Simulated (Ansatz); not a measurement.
Set up this calculation in Ansatz 0.2.0, as the native input.

```
Task                : relaxation of cell and atoms
Functional          : RPBE
Dispersion          : D4
Potentials or basis : all-electron LAPW, scalar-relativistic
Basis error allowed : 0.001 eV/atom
k mesh              : 8 × 8 × 8
Occupations         : fermi-dirac, width 0.05 eV
Spin                : no spin polarisation
```

GaAs:

```xyz
2
Lattice="0.0000 2.8268 2.8268 2.8268 0.0000 2.8268 2.8268 2.8268 0.0000" Properties=species:S:1:pos:R:3 pbc="T T T"
As    4.2403    4.2403    4.2403
Ga    0.0000    0.0000    0.0000
```

One way to write it, as run:

input.yaml

```yaml
crystal:
  lattice:
    - [0.0, 2.82685, 2.82685]
    - [2.82685, 0.0, 2.82685]
    - [2.82685, 2.82685, 0.0]
  atoms:
    - { symbol: As, position: [0.75, 0.75, 0.75] }
    - { symbol: Ga, position: [0.0, 0.0, 0.0] }
kpoints:
  mp_grid: { grid: [8, 8, 8] }
scf:
  occupations: { method: fermi_dirac, width: 0.05 }
hamiltonian:
  xc: rpbe
  dispersion: d4
  pseudopotentials: { kind: all_electron, lapw: { basis_error: 0.001 } }
output:
  forces: true
  stress: true
relax:
  f_tol: 0.02
  max_steps: 60
  cell: {}
```

Potentials or basis: all-electron LAPW, scalar-relativistic.

Run with:

```bash
$ ansatz run input.yaml --threads 1 --pin off --max-ram 3072MiB --backend cpu --events-out ev --progress --plain --runs-dir out
```

It gave:

- Relaxed volume: 22.24 Å³/atom
- Relaxed cell: a = 3.977 Å, b = 3.977 Å, c = 3.977 Å, α = 60.00°, β = 60.00°, γ = 60.00°
- Space group after relaxing (to 0.05 Å): F-43m (No. 216)
- Energy gained by relaxing: 1.2 meV/atom
- Ionic steps: 4
- Pressure after relaxing: 0.0 GPa
- Band gap on the k mesh: 0.77 eV

Wall time 43 s on 1 thread of Arm Neoverse V1 (shared host), peak memory 0.31 GiB.
